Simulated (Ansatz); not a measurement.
BaTiO3, DFT, LDA, all-electron LAPW, scalar-relativistic (Ansatz 0.2.0), run on 2 threads of Intel(R) Xeon(R) Platinum 8375C CPU @ 2.90GHz (Ice Lake) on a shared host.

The cell comes from COD entry 9014756, which wasn't checked; take it as a given geometry. The listed cell was then made from it by scaling, straining or moving an atom.

Command: `ansatz run input.yaml --threads 2 --pin off --max-ram 8192MiB --backend cpu --events-out ev --progress --plain --runs-dir out`

```yaml
crystal:
  lattice:
    - [2.7881652917, 1.5811009742, 2.2731293767]
    - [-2.8671710233, 1.6376543374, 2.3296827399]
    - [0.0094737834, -3.2882872599, 2.3503827074]
  atoms:
    - { symbol: Ba, position: [0.0, 0.0, 0.0] }
    - { symbol: Ti, position: [0.514, 0.514, 0.514] }
    - { symbol: O, position: [0.4916, 0.4916, 0.9815] }
    - { symbol: O, position: [0.4916, 0.9815, 0.4916] }
    - { symbol: O, position: [0.9815, 0.4916, 0.4916] }
kpoints:
  mp_grid: { grid: [9, 9, 9] }
  band_path:
    path:
      - [0.0, 0.0, 0.0]
      - [0.0, 0.0, -0.5]
      - [0.0, 0.5, 0.0]
      - [0.0, 0.0, 0.0]
      - [0.5, 0.0, 0.0]
      - [0.5, -0.5, 0.5]
      - [0.0, 0.0, 0.0]
      - [0.5, -0.5, 0.0]
      - [0.5, 0.0, 0.5]
    npoints: 5
scf:
  occupations: { method: fermi_dirac, width: 0.05 }
hamiltonian:
  xc: lda
  pseudopotentials: { kind: all_electron, lapw: { basis_error: 0.001 } }
output:
  forces: true
  stress: true
  eigenvalues: true
```

How large is the problem that the program sets up?

365 irreducible k-points, 1389 plane waves at Γ, 44 bands.

About how long does it take, and how much memory does it use?

7.1 min of wall time for 10 SCF iterations, with a peak of 2.9 GiB. Times on shared machines scatter by tens of per cent.
